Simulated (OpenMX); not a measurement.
**MgS (Niningerite) under changes of volume**

One of the cells (17.962 Å³/atom); the others are scaled copies at fixed shape and fractional positions:

```
S Mg
1.0
     0.00000    2.61888    2.61888
     2.61888    0.00000    2.61888
     2.61888    2.61888    0.00000
S Mg
1 1
Direct
  0.50000 0.50000 0.50000
  0.00000 0.00000 0.00000
```

```yaml
Program: OpenMX 3.8.5
Functional: PBE
Potentials_or_basis: OpenMX 2013 PBE set, S7.0-s2p2d1f1, Mg7.0-s3p2d1, fixed grid of 40 × 40 × 40 points
k_mesh: 9 × 9 × 9
Occupations: fermi-dirac, width 0.05 eV
Spin: no spin polarisation
```

```csv
volume (Å³/atom),energy over the lowest point (meV/atom),gap on the mesh (eV)
16.553,?,?
16.905,17.57,2.95
17.257,7.96,2.90
17.962,0.00,2.82
18.314,1.12,2.78
18.666,4.95,2.74
```

Task: What does the run at 16.553 Å³/atom give?

Result: Energy over the lowest point 31.74 meV/atom; gap on the mesh 2.99 eV.

Worked out: A Birch-Murnaghan fit of order 3 (a polynomial in V^(-2/3)) to the other rows has its minimum at 18.02 Å³/atom with B0 = V·E''(V) = 73 GPa and B' = 4.3. It gives 31.58 meV/atom at 16.553 Å³/atom, against the run's 31.74. A straight line through the other rows of the gap, of slope -2.09 eV per unit of ln V, extrapolates to 2.99 eV, against the run's 2.99.

Energies are extrapolated to zero smearing.

Caveats: an odd mesh through Γ misses points on the zone boundary, where band edges often lie; the basis of atomic orbitals isn't converged, which shifts pressures, moduli and gaps.
